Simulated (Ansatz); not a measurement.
# Li2Se (Fm-3m): how far a G0W0 gap depends on its settings

How well converged is a G0W0 gap of Li2Se in the antifluorite structure?

The runs shown are made with Ansatz 0.2.0. G0W0, plane waves. Computed at 0 K without zero-point motion; spin polarisation is off.

### 1 The structure to begin with

The cell was relaxed beforehand with r2SCAN.

It is cubic, Fm-3m (No. 225); conventional cell a = 5.987 Å, 17.88 Å³ an atom. Around Se lie 8 Li at 2.59 Å; around Li lie 4 Se at 2.59 Å.

As a file:

```cif
data_structure
_symmetry_space_group_name_H-M 'Fm-3m'
_symmetry_Int_Tables_number 225
_cell_length_a 5.9870
_cell_length_b 5.9870
_cell_length_c 5.9870
_cell_angle_alpha 90.000
_cell_angle_beta 90.000
_cell_angle_gamma 90.000
_cell_volume 214.60
loop_
_atom_site_label
_atom_site_type_symbol
_atom_site_symmetry_multiplicity
_atom_site_Wyckoff_symbol
_atom_site_fract_x
_atom_site_fract_y
_atom_site_fract_z
_atom_site_occupancy
Se1 Se 4 a 0.00000 0.00000 0.00000 1
Li1 Li 8 c 0.25000 0.75000 0.75000 1
```

### 2 87 empty bands, 80 eV

input.yaml reads:

```yaml
crystal:
  lattice:
    - [0.0, 2.9935210598, 2.9935210598]
    - [2.9935210598, 0.0, 2.9935210598]
    - [2.9935210598, 2.9935210598, 0.0]
  atoms:
    - { symbol: Se, position: [0.0, 0.0, 0.0] }
    - { symbol: Li, position: [0.25, 0.25, 0.25] }
    - { symbol: Li, position: [0.75, 0.75, 0.75] }
kpoints:
  mp_grid: { grid: [4, 4, 4] }
hamiltonian:
  xc: pbe
scf:
  occupations: { method: fixed }
gw:
  n_empty_bands: 87
  ecut_chi: 80
  qp_bands: [v2, c2]
  qp_kpoints: band_edges
  screening: { model: contour_deformation }
```

Command:

```console
$ ansatz run input.yaml --threads 2 --pin off --max-ram 3686MiB --backend cpu --events-out ev --progress --plain --runs-dir out
```

### 3 201 empty bands, 140 eV

input.yaml: that of step 2 with these lines changed.

```diff
@@ -16,4 +16,4 @@
 gw:
-  n_empty_bands: 87
-  ecut_chi: 80
+  n_empty_bands: 201
+  ecut_chi: 140
   qp_bands: [v2, c2]
```

### 4 370 empty bands, 210 eV

input.yaml: that of step 3 with these lines changed.

```diff
@@ -16,4 +16,4 @@
 gw:
-  n_empty_bands: 201
-  ecut_chi: 140
+  n_empty_bands: 370
+  ecut_chi: 210
   qp_bands: [v2, c2]
```

### 5 A finer mesh, 6×6×6

input.yaml: that of step 4 with these lines changed.

```diff
@@ -10,3 +10,3 @@
 kpoints:
-  mp_grid: { grid: [4, 4, 4] }
+  mp_grid: { grid: [6, 6, 6] }
 hamiltonian:
@@ -16,4 +16,4 @@
 gw:
-  n_empty_bands: 370
-  ecut_chi: 210
+  n_empty_bands: 87
+  ecut_chi: 80
   qp_bands: [v2, c2]
```

### 6 A plasmon pole in place of the full frequency dependence

input.yaml: that of step 5 with these lines changed.

```diff
@@ -10,3 +10,3 @@
 kpoints:
-  mp_grid: { grid: [6, 6, 6] }
+  mp_grid: { grid: [4, 4, 4] }
 hamiltonian:
@@ -16,6 +16,6 @@
 gw:
-  n_empty_bands: 87
-  ecut_chi: 80
+  n_empty_bands: 201
+  ecut_chi: 140
   qp_bands: [v2, c2]
   qp_kpoints: band_edges
-  screening: { model: contour_deformation }
+  screening: { model: godby_needs }
```

### 7 Norm-conserving pseudopotentials

input.yaml: that of step 6 with these lines changed.

```diff
@@ -13,2 +13,3 @@
   xc: pbe
+  pseudopotentials: { kind: nc }
 scf:
@@ -20,2 +21,2 @@
   qp_kpoints: band_edges
-  screening: { model: godby_needs }
+  screening: { model: contour_deformation }
```

### 8 Starting from HSE06

input.yaml: that of step 7 with these lines changed.

```diff
@@ -12,4 +12,3 @@
 hamiltonian:
-  xc: pbe
-  pseudopotentials: { kind: nc }
+  xc: hse06
 scf:
```

### 9 Starting from LDA

input.yaml: that of step 8 with these lines changed.

```diff
@@ -12,3 +12,3 @@
 hamiltonian:
-  xc: hse06
+  xc: lda
 scf:
```

### 10 Starting from r2SCAN

input.yaml: that of step 9 with these lines changed.

```diff
@@ -12,3 +12,3 @@
 hamiltonian:
-  xc: lda
+  xc: r2scan
 scf:
```

Q: Predict the outcome of this session. Wanted: for each run, start; potentials; frequencies; empty bands; cutoff; Kohn-Sham gap; G0W0 gap.

The runs gave:

```
 start  potentials  frequencies  empty bands  cutoff (eV)   mesh  Kohn-Sham gap (eV)  G0W0 gap (eV)
   PBE         PAW         full           87           80  4×4×4                2.97           4.23
   PBE         PAW         full          201          140  4×4×4                2.97           4.42
   PBE         PAW         full          370          210  4×4×4                2.97           4.51
   PBE         PAW         full           87           80  6×6×6                2.97           4.25
   PBE         PAW         pole          201          140  4×4×4                2.97           4.38
   PBE          NC         full          201          140  4×4×4                2.97           4.40
 HSE06         PAW         full          201          140  4×4×4                3.82           4.84
   LDA         PAW         full          201          140  4×4×4                2.80           4.32
r2SCAN         PAW         full          201          140  4×4×4                3.47           4.69
```

Gaps are those on each run's own mesh.

With bands and cutoff raised together, from 87 bands at 80 eV to 370 at 210 eV, the gap moves by +0.27 eV, and on the last rung by +0.09 eV; extrapolated in 1/N from the last two rungs, the limit on this k mesh would lie near 4.6 eV. The starting point matters: against PBE, HSE06 gives +0.42 eV, LDA gives -0.10 eV, r2SCAN gives +0.27 eV. The plasmon pole changes the gap by -0.043 eV. Norm-conserving potentials change it by -0.023 eV. On the finer mesh the quasiparticle shift is +1.28 eV, against +1.26 eV on the coarse one.
